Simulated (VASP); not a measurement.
# Sr (P6_3/mmc) in VASP: notebook

Runs on Sr. Level: PBE. Tasks: single point.

Everything below comes from runs of VASP 6.6.1. Logs are shortened: lines on timing, memory, paths and dates and some standing lists are left out, and cuts for length are marked.

## Step 1: Starting point

The structure is hexagonal, space group P6_3/mmc (No. 194). The conventional cell has a = 4.270 Å, b = 4.270 Å, c = 6.999 Å, α = 90.00°, β = 90.00°, γ = 120.00°. Sr (site symmetry -6m2) is surrounded by 12 Sr at 4.27 to 4.28 Å.

This isn't the form of Sr at room conditions, which is fcc.

## Step 2: Single point, PBE

Contents of INCAR:

```
SYSTEM = Sr
ALGO = Normal ; EDIFF = 1E-6
ENCUT = 520 ; GGA = PE
ISIF = 2 ; ISMEAR = -1
LASPH = .True. ; LCHARG = .False.
LREAL = .False. ; LWAVE = .False.
NBANDS = 17 ; NELM = 100
PREC = Accurate ; SIGMA = 0.08
```

Contents of KPOINTS:

```
k-points
0
Gamma
  11 11 6
  0 0 0
```

Contents of POSCAR:

```
Sr
1.0
    4.2696216180      0.0000000000      0.0000000000
   -2.1348108090      3.6976007857      0.0000000000
    0.0000000000      0.0000000000      6.9986822818
Sr
2
Direct
    0.3333333333      0.6666666667      0.2500000000
    0.6666666667      0.3333333333      0.7500000000
```

Potentials or basis: VASP PAW PBE potentials, release 64 (Sr_sv).

On the command line:

```sh
$ cat potpaw_PBE.64/Sr_sv/POTCAR > POTCAR
$ mpirun -np 1 vasp_std > vasp.out
```

OUTCAR:

```text
SYSTEM = Sr
   EDIFF = 1E-6
   ENCUT = 520
   GGA = PE
   ISIF = 2
   ISMEAR = -1
   LASPH = .True.
   LREAL = .False.
   NELM = 100
   PREC = Accurate

 ion  position               nearest neighbor table
   1  0.333  0.667  0.250-   2 4.28   2 4.28   2 4.28   2 4.28   2 4.28   2 4.28
   2  0.667  0.333  0.750-   1 4.28   1 4.28   1 4.28   1 4.28   1 4.28   1 4.28

  LATTYP: Found a hexagonal cell.
 ALAT       =     4.2696216180
 C/A-ratio  =     1.6391809176

  Lattice vectors:

 A1 = (   4.2696216180,   0.0000000000,   0.0000000000)
 A2 = (  -2.1348108090,   3.6976007857,   0.0000000000)
 A3 = (   0.0000000000,   0.0000000000,   6.9986822818)

Analysis of symmetry for initial positions (statically):
=====================================================================
 Subroutine PRICEL returns:
 Original cell was already a primitive cell.

 Routine SETGRP: Setting up the symmetry group for a
 hexagonal supercell.

 Subroutine GETGRP returns: Found 24 space group operations
 (whereof 12 operations were pure point group operations)
 out of a pool of 24 trial point group operations.

The static configuration has the point symmetry D_3d.
 The point group associated with its full space group is D_6h.

Analysis of symmetry for dynamics (positions and initial velocities):
=====================================================================
 Subroutine PRICEL returns:
 Original cell was already a primitive cell.

 Routine SETGRP: Setting up the symmetry group for a
 hexagonal supercell.

 Subroutine GETGRP returns: Found 24 space group operations
 (whereof 12 operations were pure point group operations)
 out of a pool of 24 trial point group operations.

The dynamic configuration has the point symmetry D_3d.
 The point group associated with its full space group is D_6h.

 Subroutine INISYM returns: Found 24 space group operations
 (whereof 12 operations are pure point group operations),
 and found     1 'primitive' translations

----------------------------------------------------------------------------------------

                                     Primitive cell

  volume of cell :     110.4907

  direct lattice vectors                    reciprocal lattice vectors
     4.269621618  0.000000000  0.000000000     0.234212792  0.135222819  0.000000000
[... 84 lines left out ...]
   ENCUT  =  520.0 eV  38.22 Ry    6.18 a.u.   7.94  7.94 13.01*2*pi/ulx,y,z
   NELM   =    100;   NELMIN=  2; NELMDL= -5     # of ELM steps
   EDIFF  = 0.1E-05   stopping-criterion for ELM
   LREAL  =      F    real-space projection
   EDIFFG = 0.1E-04   stopping-criterion for IOM
   NSW    =      0    number of steps for IOM
   IBRION =     -1    ionic relax: 0-MD 1-quasi-New 2-CG
   NFREE  =      0    steps in history (QN), initial steepest desc. (CG)
   ISIF   =      2    stress and relaxation
   ISYM   =      2    0-nonsym 1-usesym 2-fastsym
   POTIM  = 0.5000    time-step for ionic-motion
   TEBEG  =    0.0;   TEEND  =   0.0 temperature during run
   PSTRESS=    0.0 pullay stress
   NELECT =      20.0000    total number of electrons
   NUPDOWN=      -1.0000    fix difference up-down
   EMIN   =  10.00;   EMAX   =-10.00  energy-range for DOS
   EFERMI =   0.00;   METHOD = LEGACY
   ISMEAR =    -1;   SIGMA  =   0.08  broadening in eV -4-tet -1-fermi 0-gaus
   EFERMI_NEDOS =   21; number of points for ismear=-14 and -15
   IALGO  =     38    algorithm
   IMIX   =      4    mixing-type and parameters
     AMIX     =   0.40;   BMIX     =  1.00
     AMIX_MAG =   1.60;   BMIX_MAG =  1.00
  volume/ion in A,a.u.               =      55.25       372.81
  Fermi-wavevector in a.u.,A,eV,Ry     =   0.926068  1.750015 11.668386  0.857602
  Thomas-Fermi vector in A             =   2.051991
   LORBIT       =      0    0 simple, 1 ext, 2 COOP (PROOUT), +10 PAW based schemes
   GGA     = PE    functional components
   LHFCALC =     F    Hartree Fock is set to
   AEXX    =    0.0000 exact exchange contribution
   IVDW    =     0    specifies the selected vdW correction
   LEPSILON=     F    determine dielectric tensor
   LRPA    =     F    only Hartree local field effects (RPA)
 non-spin polarized calculation
  energy-cutoff  :      520.00
  volume of cell :      110.49
 maximum number of plane-waves:      2999
 NGX is ok and might be reduce to    32
   NGX = 15   NGY = 15   NGZ = 27

 number of electron      20.0000000 magnetization

 Free energy of the ion-electron system (eV)
  ---------------------------------------------------
  ext. energy  EPLUGINS =         0.00000000
  ---------------------------------------------------
  free energy    TOTEN  =        -3.29696282 eV

  energy without entropy =       -3.24038288  energy(sigma->0) =       -3.26867285

 E-fermi :   1.5675     XC(G=0):  -7.3363

 val. band max:        1.5307365346   @ k =   0.3636   0.0909   0.0000
 cond. band min:       1.5749508117   @ k =   0.2727   0.0000   0.0000
 fundamental gap:      0.0442142770
 Fermi energy:         1.5674540386

 k-point     1 :       0.0000    0.0000    0.0000
  band No.  band energies     occupation
      1     -35.0522      2.00000
      2     -35.0389      2.00000
      3     -17.1291      2.00000
      4     -16.9684      2.00000
      5     -16.9684      2.00000
      6     -16.9424      2.00000
[... 457 lines left out ...]
      4     -17.0285      2.00000
      5     -17.0209      2.00000
      6     -16.9873      2.00000
[... 9 lines left out ...]
     16       4.5569      0.00000
     17       4.7876      0.00000

 [... further k-points ...]

------------------------ aborting loop because EDIFF is reached ----------------------------------------

  FORCE on cell =-STRESS in cart. coord.  units (eV):
  Direction    XX          YY          ZZ          XY          YZ          ZX
  --------------------------------------------------------------------------------------
  -------------------------------------------------------------------------------------
  Total        0.0115318      0.0115318      0.0168451      0.0000000      0.0000000      0.0000000
  in kB        0.1672176      0.1672176      0.2442637      0.0000000      0.0000000      0.0000000
  external PRESSURE =       0.1928996 kB  Pullay stress =       0.0000000 kB

 VOLUME and BASIS-vectors are now :
 -----------------------------------------------------------------------------
  energy-cutoff  :      520.00
  volume of cell :      110.49
      direct lattice vectors                 reciprocal lattice vectors
     4.269621618  0.000000000  0.000000000     0.234212792  0.135222819  0.000000000
    -2.134810809  3.697600786  0.000000000     0.000000000  0.270445637  0.000000000
     0.000000000  0.000000000  6.998682282     0.000000000  0.000000000  0.142884040

 POSITION                                       TOTAL-FORCE (eV/Angst)
 -----------------------------------------------------------------------------------
     -0.00000      2.46507      1.74967        -0.000000      0.000000      0.000000
      2.13481      1.23253      5.24901         0.000000     -0.000000     -0.000000
 -----------------------------------------------------------------------------------
    total drift:                               -0.000000      0.000000     -0.000000

  FREE ENERGIE OF THE ION-ELECTRON SYSTEM (eV)
  ---------------------------------------------------
  free  energy   TOTEN  =        -3.2969628173 eV

  energy  without entropy=       -3.2403828821  energy(sigma->0) =       -3.26867285
```

stdout:

```text
POSCAR found type information on POSCAR Sr
 POSCAR found :  1 types and       2 ions
 scaLAPACK will be used
 LDA part: xc-table for (Slater+PW92), standard interpolation
 POSCAR, INCAR and KPOINTS ok, starting setup
 FFT: planning ... GRIDC
 FFT: planning ... GRID_SOFT
 FFT: planning ... GRID
 WAVECAR not read
 entering main loop
```

Wall time 66 s (1 thread of Intel Xeon Platinum 8488C (Sapphire Rapids), shared host); peak memory 0.27 GiB.

What came out:

```
Free energy            : -3.2970 eV
Pressure               : 0.0 GPa
Band gap on the k mesh : none (metal or under the smearing width)
```

## Step 3: Single point, PBE (z stretched by +1.5 % at fixed volume)

Contents of INCAR:

```
  ALGO = Normal
  EDIFF = 1E-6
  ENCUT = 520
  GGA = PE
  ISIF = 2
  ISMEAR = -1
  LASPH = True
  LCHARG = False
  LREAL = False
  LWAVE = False
  NBANDS = 17
  NELM = 100
  PREC = Accurate
  SIGMA = 0.08
```

Contents of KPOINTS:

```
k-points
0
Gamma
  11 11 6
```

Contents of POSCAR:

```
Sr
1.0
    4.2379552575      0.0000000000      0.0000000000
   -2.1189776288      3.6701769131      0.0000000000
    0.0000000000      0.0000000000      7.1036625364
Sr
2
Direct
    0.3333333333      0.6666666667      0.2500000000
    0.6666666667      0.3333333333      0.7500000000
```

Potentials or basis: VASP PAW PBE potentials, release 64 (Sr_sv).

On the command line:

```sh
$ cat potpaw_PBE.64/Sr_sv/POTCAR > POTCAR
$ mpirun -np 1 vasp_std > vasp.out
```

OUTCAR:

```text
EDIFF = 1E-6
   ENCUT = 520
   GGA = PE
   ISIF = 2
   ISMEAR = -1
   LASPH = True
   LREAL = False
   NELM = 100
   PREC = Accurate

 ion  position               nearest neighbor table
   1  0.333  0.667  0.250-   2 4.31   2 4.31   2 4.31   2 4.31   2 4.31   2 4.31
   2  0.667  0.333  0.750-   1 4.31   1 4.31   1 4.31   1 4.31   1 4.31   1 4.31

  LATTYP: Found a hexagonal cell.
 ALAT       =     4.2379552575
 C/A-ratio  =     1.6762004563

  Lattice vectors:

[... 667 lines left out ...]

 [... further k-points ...]

------------------------ aborting loop because EDIFF is reached ----------------------------------------

  FORCE on cell =-STRESS in cart. coord.  units (eV):
  Direction    XX          YY          ZZ          XY          YZ          ZX
  --------------------------------------------------------------------------------------
  -------------------------------------------------------------------------------------
  Total        0.1289482      0.1289482     -0.2161698     -0.0000000     -0.0000000      0.0000000
  in kB        1.8698217      1.8698217     -3.1345846     -0.0000000     -0.0000000      0.0000000
  external PRESSURE =       0.2016862 kB  Pullay stress =       0.0000000 kB

 VOLUME and BASIS-vectors are now :
 -----------------------------------------------------------------------------
  energy-cutoff  :      520.00
  volume of cell :      110.49
      direct lattice vectors                 reciprocal lattice vectors
     4.237955258  0.000000000  0.000000000     0.235962850  0.136233215  0.000000000
    -2.118977629  3.670176913  0.000000000     0.000000000  0.272466430  0.000000000
     0.000000000  0.000000000  7.103662536     0.000000000  0.000000000  0.140772453

 POSITION                                       TOTAL-FORCE (eV/Angst)
 -----------------------------------------------------------------------------------
     -0.00000      2.44678      1.77592        -0.000000     -0.000000      0.000000
      2.11898      1.22339      5.32775         0.000000      0.000000      0.000000
 -----------------------------------------------------------------------------------
    total drift:                                0.000000     -0.000000      0.000000

  FREE ENERGIE OF THE ION-ELECTRON SYSTEM (eV)
  ---------------------------------------------------
  free  energy   TOTEN  =        -3.2945141012 eV

  energy  without entropy=       -3.2393382517  energy(sigma->0) =       -3.26692618
```

stdout:

```text
POSCAR found type information on POSCAR Sr
 POSCAR found :  1 types and       2 ions
 scaLAPACK will be used
 LDA part: xc-table for (Slater+PW92), standard interpolation
 POSCAR, INCAR and KPOINTS ok, starting setup
 FFT: planning ... GRIDC
 FFT: planning ... GRID_SOFT
 FFT: planning ... GRID
 WAVECAR not read
 entering main loop
```

Wall time 57 s (1 thread of AMD EPYC 9R45 (Zen 5), shared host); peak memory 0.24 GiB.

What came out:

```yaml
Free_energy: -3.2945 eV
Pressure: 0.0 GPa
Band_gap_on_the_k_mesh: none (metal or under the smearing width)
```
